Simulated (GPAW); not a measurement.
# ZnS (F-43m) in GPAW: a series of runs

Aim: see how the results for ZnS move with the level of theory and the settings. Levels: PBE, BLYP+D3(BJ). Tasks: equation of state.

All numbers are computed with GPAW 26.7.0; they aren't measurements. Logs are shortened: lines on timing, memory, paths and dates and some standing lists are left out, and cuts for length are marked. The log counts tension as positive stress, the text compression.

**The experiment to reproduce.**

From “Electronic, vibrational, and thermodynamic properties of ZnS (zincblende and rocksalt structure)”, 2009, arxiv:0911.5022, for a bulk crystal of ZnS: bulk modulus 76.9 GPa.

The runs below are set against these values where they give the same quantity.

### Step 1. The crystal as given

Symmetry: F-43m, No. 216, cubic system. Conventional cell: a = 5.404 Å, b = 5.404 Å, c = 5.404 Å, α = 90.00°, β = 90.00°, γ = 90.00°. Zn (site symmetry -43m) has 4 S at 2.34 Å as nearest neighbours. Around S (site symmetry -43m) lie 4 Zn at 2.34 Å.

### Step 2. Equation of state, PBE

run.py

```python
from ase.eos import EquationOfState
from ase.io import Trajectory, read
from ase.units import GPa
from gpaw import GPAW, PW

atoms = read('ZnS.cif')

traj = Trajectory('eos.traj', 'w')
volumes, energies = [], []
for x in [0.94, 0.96, 0.98, 1.0, 1.02, 1.04, 1.06]:
    a = atoms.copy()
    a.set_cell(atoms.cell * x**(1 / 3), scale_atoms=True)
    calc = GPAW(mode=PW(600),
                xc='PBE',
                kpts={'size': (7, 7, 7), 'gamma': True},
                occupations={'name': 'fermi-dirac', 'width': 0.05},
                nbands=18,
                convergence={'density': 1e-05, 'energy': 1e-05},
                maxiter=150,
                txt=f'eos-{x:.2f}.txt')
    a.calc = calc
    energies.append(a.get_potential_energy(force_consistent=True))
    volumes.append(a.get_volume())
    p = -a.get_stress()[:3].mean() / GPa
    calc.write(f'eos-{x:.2f}.gpw')
    traj.write(a)
    print(f'{x:.2f} {volumes[-1]:10.4f} A^3 {energies[-1]:14.6f} eV {p:9.3f} GPa', flush=True)

v0, e0, B = EquationOfState(volumes, energies, eos='birchmurnaghan').fit()
print(f'V0 = {v0:.4f} A^3, E0 = {e0:.6f} eV, B0 = {B / GPa:.2f} GPa')
```

ZnS.cif

```cif
data_ZnS
_cell_length_a 3.82120505
_cell_length_b 3.82120505
_cell_length_c 3.82120505
_cell_angle_alpha 60.00000000
_cell_angle_beta 60.00000000
_cell_angle_gamma 60.00000000
_space_group_name_H-M_alt 'P1'
_space_group_name_Hall 'P 1'
_space_group_IT_number 1
loop_
_space_group_symop_operation_xyz
'x,y,z'
loop_
_atom_site_label
_atom_site_type_symbol
_atom_site_symmetry_multiplicity
_atom_site_Wyckoff_symbol
_atom_site_fract_x
_atom_site_fract_y
_atom_site_fract_z
_atom_site_occupancy
Zn1 Zn 1 a 0.7500000000 0.7500000000 0.7500000000 1
S1 S 1 a 0.0000000000 0.0000000000 0.0000000000 1
```

Potentials or basis: GPAW PAW data sets (gpaw-data 1.2.1), pw.

On the command line:

```
$ OMP_NUM_THREADS=1 python run.py
```

The program printed:

```text
__  _  _
 | _ |_)|_||  |
 |__||  | ||/\| - 26.7.0

Input parameters:
  mode=PW(ecut=600.0),
  convergence={'density': 1e-05, 'energy': 1e-05},
  kpts=MonkhorstPack(size=(7, 7, 7), gamma=True),
  maxiter=150,
  nbands=18,
  occupations=Occupations(name='fermi-dirac', width=0.05),
  xc=XC(name='PBE')

Diagonalizing LCAO Hamiltonian
Converting LCAO to pw mode

                       Zn

       S

Atoms  # Å, Bohr magnetons
|   | symbol |        x |        y |        z |    initial magnetic moments |
|---|--------|----------|----------|----------|-----------------------------|
| 0 |     Zn | 5.614799 | 3.241706 | 2.292232 | ( 0.0000,  0.0000,  0.0000) |
| 1 |      S | 0.000000 | 0.000000 | 0.000000 | ( 0.0000,  0.0000,  0.0000) |

Unit cell  # Å
| periodic |        x |        y |        z |  lengths |    angles |
|----------|----------|----------|----------|----------|-----------|
|      yes | 3.743199 | 0.000000 | 0.000000 | 3.743199 | 60.000000 |
|      yes | 1.871600 | 3.241706 | 0.000000 | 3.743199 | 60.000000 |
|      yes | 1.871600 | 1.080569 | 3.056310 | 3.743199 | 60.000000 |

Number of symmetries: 24
Symmetry operations  # r_c * U_cc + t_c -> r_c
|    | kind |            matrix            |
|----|------|------------------------------|
|  0 |  E   |  1, 0, 0,  0, 1, 0,  0, 0, 1 |
|  1 |  σ   |  1, 0, 0,  0, 0, 1,  0, 1, 0 |
|  2 |  σ   |  1, 0,-1,  0, 1,-1,  0, 0,-1 |
|  3 |  C3  |  1, 0,-1,  0, 0,-1,  0, 1,-1 |
|  4 |  C3  |  1,-1, 0,  0,-1, 1,  0,-1, 0 |
|  5 |  σ   |  1,-1, 0,  0,-1, 0,  0,-1, 1 |
|  6 |  σ   |  0, 1, 0,  1, 0, 0,  0, 0, 1 |
|  7 |  C3  |  0, 1, 0,  0, 0, 1,  1, 0, 0 |
|  8 |  C2  |  0, 1,-1,  1, 0,-1,  0, 0,-1 |
|  9 |  S4  |  0, 1,-1,  0, 0,-1,  1, 0,-1 |
| 10 |  C3  |  0, 0, 1,  1, 0, 0,  0, 1, 0 |
| 11 |  σ   |  0, 0, 1,  0, 1, 0,  1, 0, 0 |
| 12 |  S4  |  0, 0,-1,  1, 0,-1,  0, 1,-1 |
| 13 |  C3  |  0, 0,-1,  0, 1,-1,  1, 0,-1 |
| 14 |  S4  |  0,-1, 1,  1,-1, 0,  0,-1, 0 |
| 15 |  C2  |  0,-1, 1,  0,-1, 0,  1,-1, 0 |
| 16 |  C3  |  0,-1, 0,  1,-1, 0,  0,-1, 1 |
| 17 |  S4  |  0,-1, 0,  0,-1, 1,  1,-1, 0 |
| 18 |  S4  | -1, 1, 0, -1, 0, 1, -1, 0, 0 |
| 19 |  C3  | -1, 1, 0, -1, 0, 0, -1, 0, 1 |
| 20 |  C3  | -1, 0, 1, -1, 1, 0, -1, 0, 0 |
| 21 |  S4  | -1, 0, 1, -1, 0, 0, -1, 1, 0 |
| 22 |  σ   | -1, 0, 0, -1, 1, 0, -1, 0, 1 |
| 23 |  C2  | -1, 0, 0, -1, 0, 1, -1, 1, 0 |

BZ-sampling:
  Number of BZ points: 343
  Number of IBZ points: 20

  Monkhorst-Pack size: [7, 7, 7]
  Monkhorst-Pack shift: [0, 0, 0]

K-points  # in reciprocal-cell coordinates
|     |                                coordinates |     weight |
|-----|--------------------------------------------|------------|
|   0 | (  0.00000000,   0.00000000,   0.00000000) | 0.00291545 |
|   1 | (  0.14285714,   0.14285714,   0.00000000) | 0.01749271 |
|   2 | (  0.14285714,   0.14285714,   0.14285714) | 0.02332362 |
|   3 | (  0.28571429,   0.14285714,   0.14285714) | 0.03498542 |
|   4 | (  0.28571429,   0.28571429,   0.00000000) | 0.01749271 |
|   5 | (  0.28571429,   0.28571429,   0.14285714) | 0.06997085 |
|   6 | (  0.28571429,   0.28571429,   0.28571429) | 0.02332362 |
|   7 | (  0.42857143,  -0.28571429,  -0.28571429) | 0.03498542 |
|   8 | (  0.42857143,   0.28571429,  -0.42857143) | 0.13994169 |
|   9 | (  0.42857143,   0.28571429,  -0.28571429) | 0.06997085 |
| ... |                                            |            |
|  19 | (  0.42857143,   0.42857143,   0.42857143) | 0.02332362 |

Plane wave coefficients: 1259
Cutoff: 600.0 eV

Spin-components: 1 (collinear spins)
Bands:           18
Projectors:      11
Spin-degeneracy: 2
Datatype:        complex128

Parallelization:
  kpt:    1
  domain: 1
  band:   1

Density:
  Valence electrons: 18.0
  Components: 1
  Grid points: [24 24 24]
  Charge: 0.0  # |e|

Potential:
  Grid points: [24 24 24]

species:
  Zn:
    name:    Zinc
    Z:       30.0
    valence: 12
    core:    18
    charge:  0.0  # [|e|]
    compensation charges:
      type: gauss
      rc: 0.37  # [Å]
      lmax: 2
    cutoffs:
      filter: 2.14  # [Å]
      core: 2.28  # [Å]
    projectors
    | kind |    occ | energy [eV] | rcut [Å] |
    |------|--------|-------------|----------|
    |   4s |  2.000 |      -5.977 |    1.286 |
    |   4p |  0.000 |      -1.117 |    1.270 |
    |   3d | 10.000 |     -10.142 |    1.180 |
    |    s |        |      21.234 |    1.286 |
    |    p |        |      26.095 |    1.270 |
    |    d |        |      17.070 |    1.180 |

    Using partial waves for Zn as LCAO basis

  S:
    name:    Sulfur
    Z:       16.0
    valence: 6
    core:    10
    charge:  0.0  # [|e|]
    compensation charges:
      type: gauss
      rc: 0.24  # [Å]
      lmax: 2
    cutoffs:
      filter: 1.77  # [Å]
      core: 1.66  # [Å]
    projectors
    | kind |    occ | energy [eV] | rcut [Å] |
    |------|--------|-------------|----------|
    |   3s |  2.000 |     -17.254 |    0.974 |
    |   3p |  4.000 |      -7.008 |    0.979 |
    |    s |        |       9.957 |    0.974 |
    |    p |        |      20.203 |    0.979 |
    |    d |        |       0.000 |    0.900 |

    Using partial waves for S as LCAO basis

Reference energy: -59718.946550  # eV

eigensolver:
  PPCG
  Converge bands: occupied
  niter=2

density mixing:
  MSR1-Mixer
  Pratt-step length: 0.05
  Maximum mixing coefficient: 0.75
  Old densities: 10
  SVD Regularization: 0.005
  Good broyden scale: 1.0
  Trust region scale: 1.0
  Backstep threshold: 4.0
  History deletion threshold: 6.0
  Fourier metric: weight=20.0, sigma=0.015

occupation numbers:
  Fermi-Dirac:
    width: 0.0500  # eV

poisson solver:
  ecut: 4800.0  # eV

xc functional:
  name: PBE with 2 nearest neighbor stencil

convergence criteria:
- Maximum integral of absolute [dens]ity change: 1e-05 electrons / valence electron
- Maximum [total energy] change in last 3 cyles: 1e-05 eV / valence electron
- Maximum integral of absolute [eigenst]ate change: 4e-08 eV^2 / valence electron
maximum number of iterations: 150

SCF iterations
|iter     | |      energy | eigst |  dens |
|---------|-|-------------|-------|-------|
|iter:   1| |   -7.228706 | -0.06 |       |
|iter:   2| |   -7.142255 | -1.77 | -1.18 |
|iter:   3| |   -6.856177 | -1.52 | -1.23 |
|iter:   4| |   -6.857568 | -2.67 | -1.78 |
|iter:   5| |   -6.859335 | -3.63 | -2.23 |
|iter:   6| |   -6.859334 | -4.47 | -3.06 |
|iter:   7| |   -6.859359c| -5.30 | -3.55 |
|iter:   8| |   -6.859367c| -5.84 | -3.88 |
|iter:   9| |   -6.859367c| -8.19c| -5.02c|

Converged in 9 steps
Energy contributions relative to reference atoms: (reference = -59718.946550)

Energy contributions:
  Kinetic:          14.434621
  Coulomb:         -11.906280
  Zero:              0.043218
  External:          0.000000
  Xc:               -9.430926
  Entropy:          -0.000000
  Spinorbit:         0.000000
  ----------------------------
  Free energy:      -6.859367
  Extrapolated:     -6.859367

dipole moment: (-20.085280, -11.596242, -8.199781)  # |e|*Ang

Fermi level: 5.388
Eigenvalues  # (at kpt = [0.000, 0.000, 0.000])
| band index |      eig [eV] | occ [0-2] |
|------------|---------------|-----------|
|          0 |        -9.134 |     2.000 |
|          1 |        -2.127 |     2.000 |
|          2 |        -2.127 |     2.000 |
|          3 |        -2.127 |     2.000 |
|          4 |        -1.558 |     2.000 |
|          5 |        -1.558 |     2.000 |
[... 10 lines left out ...]
|         16 |        19.199 |     0.000 |
|         17 |        19.199 |     0.000 |

Gap: 2.376 eV
Transition (v -> c):
  (s=0, k=0, n=8, [0.00, 0.00, 0.00]) -> (s=0, k=0, n=9, [0.00, 0.00, 0.00])
No difference between direct/indirect transitions

Stress tensor  # eV/Ang^3
|         x |         y |         z |
|-----------|-----------|-----------|
| -0.044279 |  0.000000 |  0.000000 |
|  0.000000 | -0.044279 | -0.000000 |
|  0.000000 | -0.000000 | -0.044279 |

# Writing to eos-0.94.gpw (mode='')
```

stdout:

```text
0.94    37.0863 A^3      -6.859367 eV     7.094 GPa
0.96    37.8754 A^3      -6.889535 eV     5.075 GPa
0.98    38.6645 A^3      -6.910277 eV     3.260 GPa
1.00    39.4535 A^3      -6.922552 eV     1.629 GPa
1.02    40.2426 A^3      -6.927170 eV     0.162 GPa
1.04    41.0317 A^3      -6.924931 eV    -1.157 GPa
1.06    41.8208 A^3      -6.916538 eV    -2.343 GPa
V0 = 40.3680 A^3, E0 = -6.927257 eV, B0 = 70.03 GPa
```

Run time: 70 s. Hardware: 1 thread of Arm Neoverse V2, shared host; peak memory 0.22 GiB.

What came out:

- Equilibrium volume: 20.18 Å³/atom
- Bulk modulus: 70 GPa
- Pressure derivative of the bulk modulus: 4.4

Energy against volume, from the lowest point:
```
volume (Å³/atom)  energy (meV/atom)
          18.543              33.90
          18.938              18.82
          19.332               8.45
          19.727               2.31
          20.121               0.00
          20.516               1.12
          20.910               5.32
```

PBE usually gives volumes a little too large and moduli too small.

### Step 3. Equation of state, BLYP+D3(BJ)

run.py: that of step 2 with these lines changed.

```diff
@@ -1,7 +1,19 @@
+from ase.calculators.mixing import SumCalculator
 from ase.eos import EquationOfState
-from ase.io import Trajectory, read
+from ase.io import Trajectory
+from ase.spacegroup import crystal
 from ase.units import GPa
-from gpaw import GPAW, PW
+from dftd3.ase import DFTD3
+from gpaw import GPAW, PW, setup_paths
 
-atoms = read('ZnS.cif')
+setup_paths.insert(0, '.')
+
+# Zn 4c
+# S 4a
+atoms = crystal(['Zn', 'S'],
+                basis=[[0.25, 0.25, 0.25],
+                       [0.0, 0.0, 0.0]],
+                spacegroup=216, setting=1,  # F-43m
+                cellpar=[5.404, 5.404, 5.404, 90.0, 90.0, 90.0],
+                primitive_cell=True)
 
@@ -13,3 +25,3 @@
     calc = GPAW(mode=PW(600),
-                xc='PBE',
+                xc='BLYP',
                 kpts={'size': (7, 7, 7), 'gamma': True},
@@ -18,6 +30,7 @@
                 convergence={'density': 1e-05, 'energy': 1e-05},
+                eigensolver='davidson',
                 maxiter=150,
                 txt=f'eos-{x:.2f}.txt')
-    a.calc = calc
-    energies.append(a.get_potential_energy(force_consistent=True))
+    a.calc = SumCalculator([calc, DFTD3(method='blyp', damping='d3bj')])
+    energies.append(a.get_potential_energy())
     volumes.append(a.get_volume())
```

Potentials or basis: PAW data sets generated in the run's folder for this functional, pw.

On the command line:

```
$ gpaw-setup -f BLYP S Zn
$ OMP_NUM_THREADS=1 python run.py
```

The program printed:

```text
__  _  _
 | _ |_)|_||  |
 |__||  | ||/\| - 26.7.0

Input parameters:
  mode=PW(ecut=600.0),
  convergence={'density': 1e-05, 'energy': 1e-05},
  eigensolver=Davidson(niter=2),
  kpts=MonkhorstPack(size=(7, 7, 7), gamma=True),
  maxiter=150,
  nbands=18,
  occupations=Occupations(name='fermi-dirac', width=0.05),
  xc=XC(name='BLYP')

Diagonalizing LCAO Hamiltonian
Converting LCAO to pw mode

           Zn

       S

Atoms  # Å, Bohr magnetons
|   | symbol |        x |        y |        z |    initial magnetic moments |
|---|--------|----------|----------|----------|-----------------------------|
| 0 |     Zn | 1.323421 | 1.323421 | 1.323421 | ( 0.0000,  0.0000,  0.0000) |
| 1 |      S | 0.000000 | 0.000000 | 0.000000 | ( 0.0000,  0.0000,  0.0000) |

Unit cell  # Å
| periodic |        x |        y |        z |  lengths |    angles |
|----------|----------|----------|----------|----------|-----------|
|      yes | 0.000000 | 2.646842 | 2.646842 | 3.743199 | 60.000000 |
|      yes | 2.646842 | 0.000000 | 2.646842 | 3.743199 | 60.000000 |
|      yes | 2.646842 | 2.646842 | 0.000000 | 3.743199 | 60.000000 |

Number of symmetries: 24
Symmetry operations  # r_c * U_cc + t_c -> r_c
|    | kind |            matrix            |
|----|------|------------------------------|
|  0 |  E   |  1, 0, 0,  0, 1, 0,  0, 0, 1 |
|  1 |  σ   |  1, 0, 0,  0, 0, 1,  0, 1, 0 |
|  2 |  σ   |  1, 0,-1,  0, 1,-1,  0, 0,-1 |
|  3 |  C3  |  1, 0,-1,  0, 0,-1,  0, 1,-1 |
|  4 |  C3  |  1,-1, 0,  0,-1, 1,  0,-1, 0 |
|  5 |  σ   |  1,-1, 0,  0,-1, 0,  0,-1, 1 |
|  6 |  σ   |  0, 1, 0,  1, 0, 0,  0, 0, 1 |
|  7 |  C3  |  0, 1, 0,  0, 0, 1,  1, 0, 0 |
|  8 |  C2  |  0, 1,-1,  1, 0,-1,  0, 0,-1 |
|  9 |  S4  |  0, 1,-1,  0, 0,-1,  1, 0,-1 |
| 10 |  C3  |  0, 0, 1,  1, 0, 0,  0, 1, 0 |
| 11 |  σ   |  0, 0, 1,  0, 1, 0,  1, 0, 0 |
| 12 |  S4  |  0, 0,-1,  1, 0,-1,  0, 1,-1 |
| 13 |  C3  |  0, 0,-1,  0, 1,-1,  1, 0,-1 |
| 14 |  S4  |  0,-1, 1,  1,-1, 0,  0,-1, 0 |
| 15 |  C2  |  0,-1, 1,  0,-1, 0,  1,-1, 0 |
| 16 |  C3  |  0,-1, 0,  1,-1, 0,  0,-1, 1 |
| 17 |  S4  |  0,-1, 0,  0,-1, 1,  1,-1, 0 |
| 18 |  S4  | -1, 1, 0, -1, 0, 1, -1, 0, 0 |
| 19 |  C3  | -1, 1, 0, -1, 0, 0, -1, 0, 1 |
| 20 |  C3  | -1, 0, 1, -1, 1, 0, -1, 0, 0 |
| 21 |  S4  | -1, 0, 1, -1, 0, 0, -1, 1, 0 |
| 22 |  σ   | -1, 0, 0, -1, 1, 0, -1, 0, 1 |
| 23 |  C2  | -1, 0, 0, -1, 0, 1, -1, 1, 0 |

BZ-sampling:
  Number of BZ points: 343
  Number of IBZ points: 20

  Monkhorst-Pack size: [7, 7, 7]
  Monkhorst-Pack shift: [0, 0, 0]

K-points  # in reciprocal-cell coordinates
|     |                                coordinates |     weight |
[... 60 lines left out ...]

    Using partial waves for Zn as LCAO basis

  S:
    name:    Sulfur
    Z:       16.0
    valence: 6
    core:    10
    charge:  0.0  # [|e|]
    compensation charges:
      type: gauss
      rc: 0.24  # [Å]
      lmax: 2
    cutoffs:
      filter: 1.77  # [Å]
      core: 1.66  # [Å]
    projectors
    | kind |    occ | energy [eV] | rcut [Å] |
    |------|--------|-------------|----------|
    |   3s |  2.000 |     -17.111 |    0.974 |
    |   3p |  4.000 |      -6.865 |    0.979 |
    |    s |        |      10.101 |    0.974 |
    |    p |        |      20.346 |    0.979 |
    |    d |        |       0.000 |    0.900 |

    Using partial waves for S as LCAO basis

Reference energy: -59734.185231  # eV

eigensolver:
  Davidson
  Converge bands: occupied
  niter=2

density mixing:
  MSR1-Mixer
  Pratt-step length: 0.05
  Maximum mixing coefficient: 0.75
  Old densities: 10
  SVD Regularization: 0.005
  Good broyden scale: 1.0
  Trust region scale: 1.0
  Backstep threshold: 4.0
  History deletion threshold: 6.0
  Fourier metric: weight=20.0, sigma=0.015

occupation numbers:
  Fermi-Dirac:
    width: 0.0500  # eV

poisson solver:
  ecut: 4800.0  # eV

xc functional:
  name: BLYP with 2 nearest neighbor stencil

convergence criteria:
- Maximum integral of absolute [dens]ity change: 1e-05 electrons / valence electron
- Maximum [total energy] change in last 3 cyles: 1e-05 eV / valence electron
- Maximum integral of absolute [eigenst]ate change: 4e-08 eV^2 / valence electron
maximum number of iterations: 150

SCF iterations
|iter     | |      energy | eigst |  dens |
|---------|-|-------------|-------|-------|
|iter:   1| |   -6.106246 | -0.06 |       |
|iter:   2| |   -6.035891 | -1.07 | -1.16 |
|iter:   3| |   -5.749936 | -1.32 | -1.19 |
|iter:   4| |   -5.708050 | -1.93 | -1.74 |
|iter:   5| |   -5.699233 | -2.90 | -2.03 |
|iter:   6| |   -5.699593 | -3.94 | -2.42 |
|iter:   7| |   -5.699595 | -5.56 | -3.48 |
|iter:   8| |   -5.699599c| -5.96 | -3.83 |
|iter:   9| |   -5.699598c| -7.08 | -4.45 |
|iter:  10| |   -5.699598c| -8.21c| -5.18c|

Converged in 10 steps
Energy contributions relative to reference atoms: (reference = -59734.185231)

Energy contributions:
  Kinetic:          20.928426
  Coulomb:         -17.610020
  Zero:              0.035100
  External:          0.000000
  Xc:               -9.053105
  Entropy:          -0.000000
  Spinorbit:         0.000000
  ----------------------------
  Free energy:      -5.699598
  Extrapolated:     -5.699598

dipole moment: (-19.655362, -19.655362, -19.655362)  # |e|*Ang

Fermi level: 5.816
Eigenvalues  # (at kpt = [0.000, 0.000, 0.000])
| band index |      eig [eV] | occ [0-2] |
|------------|---------------|-----------|
|          0 |        -8.741 |     2.000 |
|          1 |        -1.810 |     2.000 |
|          2 |        -1.810 |     2.000 |
|          3 |        -1.810 |     2.000 |
|          4 |        -1.242 |     2.000 |
|          5 |        -1.242 |     2.000 |
[... 10 lines left out ...]
|         16 |        19.744 |     0.000 |
|         17 |        19.744 |     0.000 |

Gap: 2.386 eV
Transition (v -> c):
  (s=0, k=0, n=8, [0.00, 0.00, 0.00]) -> (s=0, k=0, n=9, [0.00, 0.00, 0.00])
No difference between direct/indirect transitions

Stress tensor  # eV/Ang^3
|         x |         y |         z |
|-----------|-----------|-----------|
| -0.065657 | -0.000000 | -0.000000 |
| -0.000000 | -0.065657 | -0.000000 |
| -0.000000 | -0.000000 | -0.065657 |

# Writing to eos-0.94.gpw (mode='')
```

eos-0.96.txt:

```text
SCF iterations
|iter     | |      energy | eigst |  dens |
|---------|-|-------------|-------|-------|
|iter:   1| |   -6.151658 | -0.08 |       |
|iter:   2| |   -6.078866 | -1.04 | -1.15 |
|iter:   3| |   -5.789983 | -1.33 | -1.19 |
|iter:   4| |   -5.754184 | -1.98 | -1.74 |
|iter:   5| |   -5.746040 | -2.90 | -2.04 |
[... 43 lines left out ...]
|         16 |        19.424 |     0.000 |
|         17 |        19.424 |     0.000 |

Gap: 2.285 eV
Transition (v -> c):
  (s=0, k=0, n=8, [0.00, 0.00, 0.00]) -> (s=0, k=0, n=9, [0.00, 0.00, 0.00])
No difference between direct/indirect transitions

Stress tensor  # eV/Ang^3
|         x |         y |         z |
|-----------|-----------|-----------|
| -0.052395 |  0.000000 |  0.000000 |
|  0.000000 | -0.052395 |  0.000000 |
|  0.000000 |  0.000000 | -0.052395 |

# Writing to eos-0.96.gpw (mode='')
```

Wall time 62 s (1 thread of Arm Neoverse V2, shared host); peak memory 0.22 GiB.

Results:

- Equilibrium volume: 19.35 Å³/atom
- Bulk modulus: 77 GPa
- Pressure derivative of the bulk modulus: 4.5

Energy against volume, from the lowest point:
```tsv
volume (Å³/atom)	energy (meV/atom)
18.543	8.77
18.938	2.22
19.332	0.00
19.727	1.63
20.121	6.75
20.516	14.95
20.910	25.90
```

### Step 4. Comparison with measurements

Step 2. Measured bulk modulus of ZnS: 76.9 GPa (quoted in “Electronic, vibrational, and thermodynamic properties of ZnS (zincblende and rocksalt structure)”, 2009, arxiv:0911.5022). This calculation gives 70 GPa (-8.9 %). The fit is for a static lattice scaled at fixed shape and fixed fractional positions.

Step 3. A measured bulk modulus of ZnS is 76.9 GPa (quoted in “Electronic, vibrational, and thermodynamic properties of ZnS (zincblende and rocksalt structure)”, 2009, arxiv:0911.5022); the calculated 77 GPa misses it by -0.5 %. The fit is for a static lattice scaled at fixed shape and fixed fractional positions.
